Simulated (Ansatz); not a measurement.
Pt:

```
CELL_PARAMETERS angstrom
-1.58422 1.58422 1.58422
1.58422 -1.58422 1.58422
1.58422 1.58422 -1.58422
ATOMIC_POSITIONS crystal
Pt 0.00000 0.00000 0.00000
```

This isn't the form of Pt at room conditions, which is fcc.

* Program: Ansatz 0.2.0
* Task: relaxation of cell and atoms
* Functional: PBEsol
* Potentials or basis: Ansatz PAW
* Cutoff: 420 eV (not typed: the program's choice for these potentials)
* k mesh: 12 × 12 × 12
* Occupations: fermi-dirac, width 0.05 eV
* Spin: no spin polarisation

At the start: volume 15.90 Å³/atom.

Q: Where does the relaxation end?

A: It ends after 5 steps and the volume is 15.19 Å³/atom (-4.5 %); space group Im-3m (No. 229, to 0.05 Å).

Step by step:
```
step  energy change (eV)  largest force (eV/Å)  volume (Å³)
   1              0.0000                0.0000        15.90
   2             -0.0253                0.0000        15.32
   3             -0.0263                0.0000        15.18
   4             -0.0263                0.0000        15.19
   5             -0.0260                0.0000        15.19
```

Final structure:
```yaml
crystal:
  lattice:
    - [-1.56029, 1.56029, 1.56029]
    - [1.56029, -1.56029, 1.56029]
    - [1.56029, 1.56029, -1.56029]
  atoms:
    - { symbol: Pt, position: [0.00000, 0.00000, 0.00000] }
```

Caveat: the plane-wave basis is chosen anew once the cell has moved, so the energies of steps on either side of that aren't comparable; the PAW data sets come from PBE, with cores solved anew for the run's functional, which leaves a small shift of forces and pressure.
